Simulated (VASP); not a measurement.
# AlN (P6_3mc) in VASP: notebook

The runs below take AlN through single point, with PBE.

All numbers are computed with VASP 6.6.1; they aren't measurements. Logs are shortened: lines on timing, memory, paths and dates and some standing lists are left out, and cuts for length are marked.

**What was measured.**

From “Structural and optical properties of self-assembled AlN nanowires grown on SiO2/Si substrates by molecular beam epitaxy”, 2024, arxiv:2402.00216, for a bulk crystal of AlN at 0 K: band gap 6.0343 eV (an exciton energy, a little under the gap).

From “Self-assembly of well-separated AlN nanowires directly on sputtered metallic TiN films”, 2019, arxiv:1910.07391, for a bulk crystal of AlN at 10 K: band gap 6.034 eV (an exciton energy, a little under the gap).

The runs below are set against these values where they give the same quantity.

### Step 1. The structure

The structure is hexagonal, space group P6_3mc (No. 186). The conventional cell has a = 3.107 Å, b = 3.107 Å, c = 4.979 Å, α = 90.00°, β = 90.00°, γ = 120.00°. Al (site symmetry 3m) is surrounded by 4 N at 1.89 to 1.90 Å. N (site symmetry 3m) has 4 Al at 1.89 to 1.90 Å as nearest neighbours.

### Step 2. Single point, PBE

The input, INCAR:

```
SYSTEM = AlN
PREC = Accurate
ENCUT = 520
EDIFF = 1E-7
ISMEAR = 0
SIGMA = 0.01
LREAL = .FALSE.
LASPH = .TRUE.
NELM = 100
ALGO = Normal
ISIF = 2
LWAVE = .FALSE.
LCHARG = .FALSE.
GGA = PE
NBANDS = 16
```

The input, KPOINTS:

```
Automatic mesh
0
G
  12 12 6
  0 0 0
```

The input, POSCAR:

```
AlN
1.0
    3.1066945035      0.0000000000      0.0000000000
   -1.5533472517      2.6904763619      0.0000000000
    0.0000000000      0.0000000000      4.9785885504
Al N
2 2
Direct
    0.3333333333      0.6666666667     -0.0007956040
    0.6666666667      0.3333333333      0.4992043960
    0.3333333333      0.6666666667      0.3807956040
    0.6666666667      0.3333333333      0.8807956040
```

Potentials or basis: VASP PAW PBE potentials, release 64 (Al, N).

Command:

```bash
cat potpaw_PBE.64/Al/POTCAR potpaw_PBE.64/N/POTCAR > POTCAR
mpirun -np 1 vasp_std > vasp.out
```

OUTCAR:

```text
SYSTEM = AlN
   PREC = Accurate
   ENCUT = 520
   EDIFF = 1E-7
   ISMEAR = 0
   LREAL = .FALSE.
   LASPH = .TRUE.
   NELM = 100
   ISIF = 2
   GGA = PE

 ion  position               nearest neighbor table
   1  0.333  0.667  0.999-   4 1.89   4 1.89   4 1.89   3 1.90   2 3.07   2 3.07   2 3.07   2 3.07
                             2 3.07   2 3.07
   2  0.667  0.333  0.499-   3 1.89   3 1.89   3 1.89   4 1.90   1 3.07   1 3.07   1 3.07   1 3.07
                             1 3.07   1 3.07
   3  0.333  0.667  0.381-   2 1.89   2 1.89   2 1.89   1 1.90
   4  0.667  0.333  0.881-   1 1.89   1 1.89   1 1.89   2 1.90

  LATTYP: Found a hexagonal cell.
 ALAT       =     3.1066945035
 C/A-ratio  =     1.6025356033

  Lattice vectors:

 A1 = (   3.1066945035,   0.0000000000,   0.0000000000)
 A2 = (  -1.5533472517,   2.6904763619,   0.0000000000)
 A3 = (   0.0000000000,   0.0000000000,   4.9785885504)

Analysis of symmetry for initial positions (statically):
=====================================================================
 Subroutine PRICEL returns:
 Original cell was already a primitive cell.

 Routine SETGRP: Setting up the symmetry group for a
 hexagonal supercell.

 Subroutine GETGRP returns: Found 12 space group operations
 (whereof  6 operations were pure point group operations)
 out of a pool of 24 trial point group operations.

The static configuration has the point symmetry C_3v.
 The point group associated with its full space group is C_6v.

Analysis of symmetry for dynamics (positions and initial velocities):
=====================================================================
 Subroutine PRICEL returns:
 Original cell was already a primitive cell.

 Routine SETGRP: Setting up the symmetry group for a
 hexagonal supercell.

 Subroutine GETGRP returns: Found 12 space group operations
 (whereof  6 operations were pure point group operations)
 out of a pool of 24 trial point group operations.

The dynamic configuration has the point symmetry C_3v.
 The point group associated with its full space group is C_6v.

 Subroutine INISYM returns: Found 12 space group operations
 (whereof  6 operations are pure point group operations),
 and found     1 'primitive' translations

----------------------------------------------------------------------------------------

                                     Primitive cell

  volume of cell :      41.6135

  direct lattice vectors                    reciprocal lattice vectors
     3.106694503  0.000000000  0.000000000     0.321885528  0.185840696  0.000000000
    -1.553347252  2.690476362  0.000000000     0.000000000  0.371681392  0.000000000
     0.000000000  0.000000000  4.978588550     0.000000000  0.000000000  0.200860141

  length of vectors
     3.106694503  3.106694504  4.978588550     0.371681392  0.371681392  0.200860141

  position of ions in fractional coordinates (direct lattice)
     0.333333333  0.666666667  0.999204396
     0.666666667  0.333333333  0.499204396
     0.333333333  0.666666667  0.380795604
     0.666666667  0.333333333  0.880795604

  ion indices of the primitive-cell ions
   primitive index   ion index
                 1           1
                 2           2
                 3           3
                 4           4

----------------------------------------------------------------------------------------

 KPOINTS: Automatic mesh

Automatic generation of k-mesh.
 Grid dimensions read from file:
 generate k-points for:   12   12    6

 Generating k-lattice:

  Cartesian coordinates                     Fractional coordinates (reciprocal lattice)
     0.026823794  0.015486725  0.000000000     0.083333333  0.000000000  0.000000000
     0.000000000  0.030973449  0.000000000     0.000000000  0.083333333  0.000000000
     0.000000000  0.000000000  0.033476690     0.000000000  0.000000000  0.166666667

  Length of vectors
     0.030973449  0.030973449  0.033476690

  Shift w.r.t. Gamma in fractional coordinates (k-lattice)
     0.000000000  0.000000000  0.000000000

 Subroutine IBZKPT returns following result:
 ===========================================

 Found     76 irreducible k-points:

 Following reciprocal coordinates:
            Coordinates               Weight
  0.000000  0.000000  0.000000      1.000000
  0.083333  0.000000  0.000000      6.000000
  0.166667  0.000000  0.000000      6.000000
  0.250000  0.000000  0.000000      6.000000
  0.333333  0.000000  0.000000      6.000000
  0.416667  0.000000  0.000000      6.000000
[... 16 lines left out ...]
  0.250000  0.000000  0.166667     12.000000
  0.333333  0.000000  0.166667     12.000000
 [... further k-points ...]
   k-points           NKPTS =     76   k-points in BZ     NKDIM =     76   number of bands    NBANDS=     16
   number of dos      NEDOS =    301   number of ions     NIONS =      4
   total plane-waves  NPLWV =  23040
   dimension x,y,z NGX =    24 NGY =   24 NGZ =   40
   dimension x,y,z NGXF=    48 NGYF=   48 NGZF=   80
   ions per type =               2   2
   NGX,Y,Z   is equivalent  to a cutoff of  12.84, 12.84, 13.36 a.u.
   NGXF,Y,Z  is equivalent  to a cutoff of  25.69, 25.69, 26.71 a.u.
 SYSTEM =  AlN
   PREC   = accura    normal or accurate (medium, high low for compatibility)
   ISTART =      0    job   : 0-new  1-cont  2-samecut
   ICHARG =      2    charge: 1-file 2-atom 10-const
   ISPIN  =      1    spin polarized calculation?
   LNONCOLLINEAR =      F non collinear calculations
   LSORBIT =      F    spin-orbit coupling
   LASPH  =      T    aspherical Exc in radial PAW
   ENCUT  =  520.0 eV  38.22 Ry    6.18 a.u.   5.78  5.78  9.26*2*pi/ulx,y,z
   NELM   =    100;   NELMIN=  2; NELMDL= -5     # of ELM steps
   EDIFF  = 0.1E-06   stopping-criterion for ELM
   LREAL  =      F    real-space projection
   EDIFFG = 0.1E-05   stopping-criterion for IOM
   NSW    =      0    number of steps for IOM
   IBRION =     -1    ionic relax: 0-MD 1-quasi-New 2-CG
   NFREE  =      0    steps in history (QN), initial steepest desc. (CG)
   ISIF   =      2    stress and relaxation
   ISYM   =      2    0-nonsym 1-usesym 2-fastsym
   POTIM  = 0.5000    time-step for ionic-motion
   TEBEG  =    0.0;   TEEND  =   0.0 temperature during run
   PSTRESS=    0.0 pullay stress
   NELECT =      16.0000    total number of electrons
   NUPDOWN=      -1.0000    fix difference up-down
   EMIN   =  10.00;   EMAX   =-10.00  energy-range for DOS
   EFERMI =   0.00;   METHOD = LEGACY
   ISMEAR =     0;   SIGMA  =   0.01  broadening in eV -4-tet -1-fermi 0-gaus
   EFERMI_NEDOS =   21; number of points for ismear=-14 and -15
   IALGO  =     38    algorithm
   IMIX   =      4    mixing-type and parameters
     AMIX     =   0.40;   BMIX     =  1.00
     AMIX_MAG =   1.60;   BMIX_MAG =  1.00
  volume/ion in A,a.u.               =      10.40        70.21
  Fermi-wavevector in a.u.,A,eV,Ry     =   1.190429  2.249585 19.281105  1.417121
  Thomas-Fermi vector in A             =   2.326514
   LORBIT       =      0    0 simple, 1 ext, 2 COOP (PROOUT), +10 PAW based schemes
   GGA     = PE    functional components
   LHFCALC =     F    Hartree Fock is set to
   AEXX    =    0.0000 exact exchange contribution
   IVDW    =     0    specifies the selected vdW correction
   LEPSILON=     F    determine dielectric tensor
   LRPA    =     F    only Hartree local field effects (RPA)
 non-spin polarized calculation
 Gauss-broadening in eV      SIGMA  =   0.01
  energy-cutoff  :      520.00
  volume of cell :       41.61
 maximum number of plane-waves:      1152
 NGX is ok and might be reduce to    24
   NGX = 11   NGY = 11   NGZ = 19

 number of electron      15.9999996 magnetization

 Free energy of the ion-electron system (eV)
  ---------------------------------------------------
  ext. energy  EPLUGINS =         0.00000000
  ---------------------------------------------------
  free energy    TOTEN  =       -29.76785296 eV

  energy without entropy =      -29.76785296  energy(sigma->0) =      -29.76785296

 E-fermi :   6.2674     XC(G=0): -10.9267

 val. band max:        6.1858354965   @ k =   0.0000   0.0000   0.0000
 cond. band min:      10.4292008143   @ k =   0.0000   0.0000   0.0000
 fundamental gap:      4.2433653178
 Fermi energy:         6.2673709696

 k-point     1 :       0.0000    0.0000    0.0000
  band No.  band energies     occupation
      1      -9.0209      2.00000
      2      -6.8663      2.00000
      3       0.1767      2.00000
      4       5.3266      2.00000
      5       5.3266      2.00000
      6       5.9755      2.00000
[... 8 lines left out ...]
     15      19.3681      0.00000
     16      19.3681      0.00000

 k-point     2 :       0.0833    0.0000    0.0000
  band No.  band energies     occupation
      1      -8.9319      2.00000
      2      -6.8156      2.00000
      3       0.2824      2.00000
      4       4.9134      2.00000
      5       5.2094      2.00000
      6       5.5632      2.00000
[... 8 lines left out ...]
     15      19.4001      0.00000
     16      19.4403      0.00000

 k-point     3 :       0.1667    0.0000    0.0000
  band No.  band energies     occupation
      1      -8.6726      2.00000
      2      -6.6771      2.00000
      3       0.5942      2.00000
      4       3.9054      2.00000
      5       4.6877      2.00000
      6       4.9341      2.00000
[... 8 lines left out ...]
     15      18.5793      0.00000
     16      19.0132      0.00000

 k-point     4 :       0.2500    0.0000    0.0000
  band No.  band energies     occupation
      1      -8.2686      2.00000
      2      -6.4939      2.00000
      3       1.0934      2.00000
      4       2.7287      2.00000
      5       3.7225      2.00000
      6       4.6181      2.00000
[... 8 lines left out ...]
     15      18.3331      0.00000
     16      19.5139      0.00000

 k-point     5 :       0.3333    0.0000    0.0000
  band No.  band energies     occupation
      1      -7.7727      2.00000
      2      -6.3413      2.00000
      3       1.6741      2.00000
      4       1.7508      2.00000
      5       2.8585      2.00000
      6       4.3436      2.00000
[... 8 lines left out ...]
     15      18.3144      0.00000
     16      20.6293      0.00000

 k-point     6 :       0.4167    0.0000    0.0000
  band No.  band energies     occupation
      1      -7.2883      2.00000
      2      -6.3044      2.00000
      3       0.9753      2.00000
      4       2.2274      2.00000
      5       2.4515      2.00000
      6       4.1611      2.00000
[... 8 lines left out ...]
     15      18.7708      0.00000
     16      21.4424      0.00000
[... 267 lines left out ...]
 k-point    21 :       0.0833    0.0000    0.1667
  band No.  band energies     occupation
      1      -8.8264      2.00000
      2      -7.0183      2.00000
      3       0.6395      2.00000
      4       4.9587      2.00000
      5       5.2377      2.00000
      6       5.2560      2.00000
[... 8 lines left out ...]
     15      18.9317      0.00000
     16      19.0948      0.00000

 k-point    22 :       0.1667    0.0000    0.1667
  band No.  band energies     occupation
      1      -8.5709      2.00000
      2      -6.8623      2.00000
      3       0.8963      2.00000
      4       3.9720      2.00000
      5       4.4562      2.00000
      6       4.9912      2.00000
[... 8 lines left out ...]
     15      18.7312      0.00000
     16      19.1480      0.00000

 k-point    23 :       0.2500    0.0000    0.1667
  band No.  band energies     occupation
      1      -8.1741      2.00000
      2      -6.6488      2.00000
      3       1.2410      2.00000
      4       2.8919      2.00000
      5       3.5441      2.00000
      6       4.6844      2.00000
[... 8 lines left out ...]
     15      18.5938      0.00000
     16      19.5782      0.00000

 k-point    24 :       0.3333    0.0000    0.1667
  band No.  band energies     occupation
      1      -7.6903      2.00000
      2      -6.4538      2.00000
      3       1.2687      2.00000
      4       2.2391      2.00000
      5       2.8445      2.00000
      6       4.4161      2.00000
[... 8 lines left out ...]
     15      18.6452      0.00000
     16      20.5325      0.00000

 [... further k-points ...]

------------------------ aborting loop because EDIFF is reached ----------------------------------------

  FORCE on cell =-STRESS in cart. coord.  units (eV):
  Direction    XX          YY          ZZ          XY          YZ          ZX
  --------------------------------------------------------------------------------------
  -------------------------------------------------------------------------------------
  Total        1.1527811      1.1527811      1.1145191      0.0000000      0.0000000      0.0000000
  in kB       44.3836954     44.3836954     42.9105542      0.0000000      0.0000000      0.0000000
  external PRESSURE =      43.8926483 kB  Pullay stress =       0.0000000 kB

 VOLUME and BASIS-vectors are now :
 -----------------------------------------------------------------------------
  energy-cutoff  :      520.00
  volume of cell :       41.61
      direct lattice vectors                 reciprocal lattice vectors
     3.106694503  0.000000000  0.000000000     0.321885528  0.185840696  0.000000000
    -1.553347252  2.690476362  0.000000000     0.000000000  0.371681392  0.000000000
     0.000000000  0.000000000  4.978588550     0.000000000  0.000000000  0.200860141

 POSITION                                       TOTAL-FORCE (eV/Angst)
 -----------------------------------------------------------------------------------
     -0.00000      1.79365      4.97463         0.000000     -0.000000     -0.009051
      1.55335      0.89683      2.48533         0.000000      0.000000     -0.009051
     -0.00000      1.79365      1.89582         0.000000     -0.000000      0.009051
      1.55335      0.89683      4.38512        -0.000000     -0.000000      0.009051
 -----------------------------------------------------------------------------------
    total drift:                               -0.000000      0.000000     -0.000954

  FREE ENERGIE OF THE ION-ELECTRON SYSTEM (eV)
  ---------------------------------------------------
  free  energy   TOTEN  =       -29.7678529586 eV

  energy  without entropy=      -29.7678529586  energy(sigma->0) =      -29.76785296
```

Wall time 24 s (1 thread of Intel Xeon Platinum 8559C (Emerald Rapids), shared host); peak memory 0.17 GiB.

Results:

```yaml
Free_energy: -29.7679 eV
Pressure: 4.4 GPa
Largest_force: 0.009 eV/Å
Band_gap_on_the_k_mesh: 4.24 eV, direct
```

Forces in eV/Å, atoms in the order of the input:
```
Al   0.000  0.000 -0.009
Al   0.000  0.000 -0.009
N    0.000  0.000  0.009
N    0.000  0.000  0.009
```

Stress tensor (GPa, compression positive):
```
4.44 0.00 0.00
0.00 4.44 0.00
0.00 0.00 4.29
```

[end of part 1 of 2]
